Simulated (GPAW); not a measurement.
Here is a GPAW 26.7.0 calculation.

Contents of run.py:

```python
from ase import Atoms
from ase.eos import EquationOfState
from ase.io import Trajectory
from ase.units import GPa
from gpaw import GPAW, PW, setup_paths

setup_paths.insert(0, '.')

atoms = Atoms(['Ge', 'Ge'],
              cell=[[0.0, 2.82891, 2.82891],
                    [2.82891, 0.0, 2.82891],
                    [2.82891, 2.82891, 0.0]],
              scaled_positions=[[0.75, 0.75, 0.75],
                                [0.5, 0.5, 0.5]],
              pbc=True)

traj = Trajectory('eos.traj', 'w')
volumes, energies = [], []
for x in [0.94, 0.96, 0.98, 1.0, 1.02, 1.04, 1.06]:
    a = atoms.copy()
    a.set_cell(atoms.cell * x**(1 / 3), scale_atoms=True)
    calc = GPAW(mode=PW(600),
                xc='PBEsol',
                kpts={'size': (8, 8, 8), 'gamma': True},
                occupations={'name': 'fermi-dirac', 'width': 0.05},
                nbands=11,
                convergence={'density': 1e-05, 'energy': 1e-05},
                maxiter=150,
                txt=f'eos-{x:.2f}.txt')
    a.calc = calc
    energies.append(a.get_potential_energy(force_consistent=True))
    volumes.append(a.get_volume())
    p = -a.get_stress()[:3].mean() / GPa
    calc.write(f'eos-{x:.2f}.gpw')
    traj.write(a)
    print(f'{x:.2f} {volumes[-1]:10.4f} A^3 {energies[-1]:14.6f} eV {p:9.3f} GPa', flush=True)

v0, e0, B = EquationOfState(volumes, energies, eos='birchmurnaghan').fit()
print(f'V0 = {v0:.4f} A^3, E0 = {e0:.6f} eV, B0 = {B / GPa:.2f} GPa')
```

Potentials or basis: PAW data sets generated in the run's folder for this functional, pw.

Launch:

```sh
$ gpaw-setup -f PBEsol Ge
$ OMP_NUM_THREADS=1 python run.py
```

Problem. Predict the equilibrium volume.

Solution. 22.96 Å³/atom.

Problem. Predict the bulk modulus.

Solution. 67 GPa.

Problem. Predict the pressure derivative of the bulk modulus.

Solution. 5.0 (rough: it moves with the points fitted).

Energy against volume, from the lowest point:
| volume (Å³/atom) | energy (meV/atom) |
| --- | --- |
| 21.281 | 29.82 |
| 21.733 | 15.13 |
| 22.186 | 5.68 |
| 22.639 | 0.84 |
| 23.092 | 0.00 |
| 23.545 | 2.79 |
| 23.997 | 8.86 |

**Experimental background.**

“Sub-monolayer structures of Ag overlayers on Ge(111): experimental observations and first-principles study”, 2019, arxiv:1908.00180 quotes, for a bulk crystal of Ge: bulk modulus 75.8 GPa.

Measured bulk modulus of Ge: 75.8 GPa (quoted in “Sub-monolayer structures of Ag overlayers on Ge(111): experimental observations and first-principles study”, 2019, arxiv:1908.00180). This calculation gives 67 GPa (-11.4 %). The fit is for a static lattice scaled at fixed shape and fixed fractional positions. The cell as given is a measured one (22.64 Å³/atom); PBEsol puts the equilibrium volume +1.4 % from it, thermal expansion not counted.
